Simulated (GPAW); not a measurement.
Runs of GPAW 26.7.0 on Co. Symmetry: P6_3/mmc, No. 194, hexagonal system. Conventional cell: a = 2.471 Å, b = 2.471 Å, c = 8.088 Å, α = 90.00°, β = 90.00°, γ = 120.00°. Co (site symmetry -6m2) is surrounded by 12 Co at 2.47 Å. Co (site symmetry -3m) is surrounded by 12 Co at 2.47 Å. 

```csv
task,level,potentials or basis,k mesh,cutoff (eV),maxiter,band path,band points,ranks,convergence,mesh quality,gap on the mesh (eV),pressure (GPa),moment (μB),V0 of scaled cells (Å³/atom),B0 (GPa)
band structure,PBEsol,"PAW data sets generated in the run's folder for this functional, pw",8 × 8 × 3,600,150,"GMKGALHA,LM,KH",100,-,-,coarse,-,-5.7,6.51,-,-
equation of state,LDA,"the program's PAW data sets (release 1.2.1) made for this functional, pw",8 × 8 × 3,600,150,-,-,-,-,coarse,-,-,-,(a),(c)
single point,PBEsol,"PAW data sets generated in the run's folder for this functional, pw",12 × 12 × 4,600,150,-,-,-,-,not flagged,none,-5.3,6.59,-,-
equation of state,PBE,"GPAW PAW data sets (gpaw-data 1.2.1), pw",8 × 8 × 3,600,150,-,-,-,-,coarse,-,-,-,10.95,(b)
equation of state,PBEsol,"PAW data sets generated in the run's folder for this functional, pw",12 × 12 × 4,600,150,-,-,4,-,not flagged,-,-,-,10.51,233
single point,LDA,"the program's PAW data sets (release 1.2.1) made for this functional, pw",10 × 10 × 3,500,120,-,-,-,default,not flagged,none,-19.5,6.57,-,-
band structure,LDA,"the program's PAW data sets (release 1.2.1) made for this functional, pw",8 × 8 × 3,600,150,"GMKGALHA,LM,KH",100,-,-,coarse,-,-13.7,6.50,-,-
```

Alike in all rows: spin collinear, ferromagnetic start; cell as given; smearing fermi-dirac 0.05 eV.

Task: Fill in the values left out.

Result: (a) 10.18; (b) 223; (c) 282.

Caveats: some runs use coarse meshes; the cell was scaled at fixed shape and fractional positions, which overstates the stiffness of a crystal with free parameters, most of all of layers and chains (some runs); the cutoff is short for stress and forces, so pressures can be off by a GPa or more (some runs); so large a pressure means that the cell lies far from this level's equilibrium, or that cutoff or potentials fall short (some runs).

A k mesh can miss the band edges.

A gap of «none» marks a metal or a gap under the smearing width.

Not every run made on this cell is shown here.
